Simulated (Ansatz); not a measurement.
# Li2S: equation of state with LDA

The system is Li2S.

```
S Li
1.0
     0.00000    2.84450    2.84450
     2.84450    0.00000    2.84450
     2.84450    2.84450    0.00000
S Li
1 2
Direct
  0.00000 0.00000 0.00000
  0.75000 0.75000 0.75000
  0.25000 0.25000 0.25000
```

```json
{
  "Program": "Ansatz 0.2.0",
  "Task": "equation of state",
  "Functional": "LDA",
  "Potentials or basis": "all-electron LAPW, scalar-relativistic",
  "Basis error allowed": "0.002 eV/atom",
  "k mesh": "8 × 8 × 8",
  "Occupations": "fermi-dirac, width 0.05 eV",
  "Spin": "no spin polarisation"
}
```

* Equilibrium volume: 14.39 Å³/atom (rough: see the caveat)
* Bulk modulus: 46 GPa (rough)

Energy against volume, from the lowest point:
```csv
volume (Å³/atom),energy (meV/atom)
14.423,0.00
14.730,1.12
15.037,3.89
15.344,8.21
15.650,13.89
15.957,20.80
16.264,28.81
```

All runs of the series together: 11 s on 2 threads of AMD EPYC 7R13 Processor (Zen 3), with other jobs on the host.

Caveat: the minimum lies outside the volumes run.
